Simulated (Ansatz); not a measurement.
# Ag: how well frozen cores do

Does the method matter for Ag? The same cell, functional and mesh are run with all-electron LAPW, PAW with frozen cores and datasets made for this crystal.

This is Ag in the diamond structure; at room conditions it is fcc.

Program: Ansatz 0.2.0. Level of theory: DFT PBE, scalar-relativistic. These are calculated values, not measurements.

1 further run of the same task is left out (set aside as unsound or not needed).

**1. The starting structure**

The structure is cubic, space group Fd-3m (No. 227). The conventional cell has a = 6.217 Å, b = 6.217 Å, c = 6.217 Å, α = 90.00°, β = 90.00°, γ = 90.00°. Around Ag (site symmetry -43m) lie 4 Ag at 2.69 Å.

Structure file:

```cif
data_structure
_symmetry_space_group_name_H-M 'Fd-3m:1'
_symmetry_Int_Tables_number 227
_cell_length_a 6.2167
_cell_length_b 6.2167
_cell_length_c 6.2167
_cell_angle_alpha 90.000
_cell_angle_beta 90.000
_cell_angle_gamma 90.000
_cell_volume 240.26
loop_
_atom_site_label
_atom_site_type_symbol
_atom_site_symmetry_multiplicity
_atom_site_Wyckoff_symbol
_atom_site_fract_x
_atom_site_fract_y
_atom_site_fract_z
_atom_site_occupancy
Ag1 Ag 8 b 0.00000 0.00000 0.50000 1
```

The file gives the conventional cell by its symmetry; the runs use the cell typed in the input.

The structure (diamond type) was typed from a prototype and relaxed by PAW; whether it is the ground state wasn't tested.

Atoms are numbered in the order of the input: Ag1, Ag2.

**2. All-electron LAPW**

File input.yaml:

```yaml
crystal:
  lattice:
    - [0.0, 3.1083587222, 3.1083587222]
    - [3.1083587222, 0.0, 3.1083587222]
    - [3.1083587222, 3.1083587222, 0.0]
  atoms:
    - { symbol: Ag, position: [0.0, 0.0, 0.0] }
    - { symbol: Ag, position: [0.25, 0.25, 0.25] }
kpoints:
  mp_grid: { grid: [11, 11, 11] }
  band_path:
    path:
      - [0.0, 0.0, 0.0]
      - [0.5, 0.0, 0.5]
      - [0.625, 0.25, 0.625]
      - [0.375, 0.375, 0.75]
      - [0.0, 0.0, 0.0]
      - [0.5, 0.5, 0.5]
      - [0.5, 0.25, 0.75]
      - [0.5, 0.0, 0.5]
    npoints: 8
scf:
  occupations: { method: fermi_dirac, width: 0.05 }
hamiltonian:
  xc: pbe
  pseudopotentials: { kind: all_electron, lapw: { basis_error: 0.0005 } }
output:
  forces: true
  stress: true
  eigenvalues: true
  fatbands: true
  populations: true
  dos: { projected: true, de: 0.2, e_range: [-14, 8] }
```

**3. PAW with frozen cores**

input.yaml, as its differences from that of step 2:

```diff
@@ -25,3 +25,3 @@
   xc: pbe
-  pseudopotentials: { kind: all_electron, lapw: { basis_error: 0.0005 } }
+  pseudopotentials: { kind: paw }
 output:
@@ -30,4 +30,5 @@
   eigenvalues: true
-  fatbands: true
+  efg: { contact_densities: true }
   populations: true
+  bader: true
   dos: { projected: true, de: 0.2, e_range: [-14, 8] }
```

**4. Datasets made for this crystal**

input.yaml, as its differences from that of step 3:

```diff
@@ -25,3 +25,3 @@
   xc: pbe
-  pseudopotentials: { kind: paw }
+  pseudopotentials: { kind: all_electron, datasets: crystal }
 output:
@@ -31,4 +31 @@
   efg: { contact_densities: true }
-  populations: true
-  bader: true
-  dos: { projected: true, de: 0.2, e_range: [-14, 8] }
```

(Steps that only read results are left out.)

Q: Predict the outcome of this session. Wanted: pressure; gap; Bader charges.

As calculated:

```
           quantity                                           value
           pressure  LAPW 0.01, PAW 0.00, crystal datasets 0.02 GPa
         gap (LAPW)                                            none
Bader charges (PAW)                                     Ag1 +0.00 e
```

**Reading.** The pressure is within half a GPa of zero, so the volume is close to equilibrium at this level. There is no gap at this level; the crystal is a metal here. Within 0.3 eV of the Fermi level the largest projected share is Ag 5s (88 %). The projection holds only the free atom's occupied shells (Ag 5s, Ag 4d in this range). PAW lies less than 0.01 GPa from LAPW in pressure. LAPW took about 2.7 times as long as PAW (48 s against 18 s, on a shared host and with the outputs that each input asks for).
